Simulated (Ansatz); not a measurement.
A run of Ansatz 0.2.0 is set up as follows.

input.yaml

```yaml
crystal:
  lattice:
    - [0.0, 3.01, 3.01]
    - [3.01, 0.0, 3.01]
    - [3.01, 3.01, 0.0]
  atoms:
    - { symbol: Sn, position: [0.0, 0.0, 0.0] }
    - { symbol: Se, position: [0.5, 0.5, 0.5] }
kpoints:
  mp_grid: { grid: [8, 8, 8] }
  band_path:
    path:
      - [0.0, 0.0, 0.0]
      - [0.5, 0.0, 0.5]
      - [0.5, 0.25, 0.75]
      - [0.375, 0.375, 0.75]
      - [0.0, 0.0, 0.0]
      - [0.5, 0.5, 0.5]
      - [0.625, 0.25, 0.625]
      - [0.5, 0.25, 0.75]
    npoints: 6
scf:
  occupations: { method: fermi_dirac, width: 0.05 }
hamiltonian:
  xc: blyp
  pseudopotentials: { kind: all_electron, lapw: { basis_error: 0.001 } }
output:
  forces: true
  stress: true
  eigenvalues: true
```

Potentials or basis: all-electron LAPW, scalar-relativistic.

Run with:

```bash
$ ansatz run input.yaml --threads 1 --pin off --max-ram 3072MiB --backend cpu --events-out ev --progress --plain --runs-dir out
```

(1) Estimate the pressure.

(2) Estimate the band gap along the path.

(3) Estimate the band gap on the k mesh.

Answers

(1) 4.8 GPa.

(2) 0.29 eV, indirect (least direct gap 0.38 eV).

(3) 0.38 eV, direct.

Caveat: spin-orbit coupling is left out, which moves the levels of the heavy elements; the mesh misses the band edges, which the band path finds closer together.
